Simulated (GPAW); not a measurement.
Tb:

```
Tb
1.0
    -2.01000    2.01000    2.01000
     2.01000   -2.01000    2.01000
     2.01000    2.01000   -2.01000
Tb
1
Cartesian
  0.0000 0.0000 0.0000
```

This isn't the form of Tb at room conditions, which is hcp.

Base run:

```yaml
Program: GPAW 26.7.0
Functional: PBE
Potentials_or_basis: GPAW PAW data sets (gpaw-data 1.2.1)
Cutoff: 800 eV
Basis: pw
k_mesh: 9 × 9 × 9
Occupations: gaussian, width 0.02 eV
Spin: collinear spin, ferromagnetic start
Starting_moments: "[6.0] μB"
```

Its results: band gap on the k mesh none (metal or under the smearing width); pressure -0.4 GPa; net moment 5.89 μB per cell; site moments Tb +5.73 μB.

The run is repeated on the same cell with these changes: functional from PBE to LDA; potentials or basis from GPAW PAW data sets (gpaw-data 1.2.1) to the program's PAW data sets (release 1.2.1) made for this functional. What comes out?

Band gap on the k mesh none (metal or under the smearing width); pressure -4.5 GPa; net moment 5.76 μB per cell; site moments Tb +5.67 μB.

Caveats: one-centre terms of the f shell are cut off; the magnetic or orbital state may not be the lowest; spin-orbit coupling is left out, which moves the levels of the heavy elements.
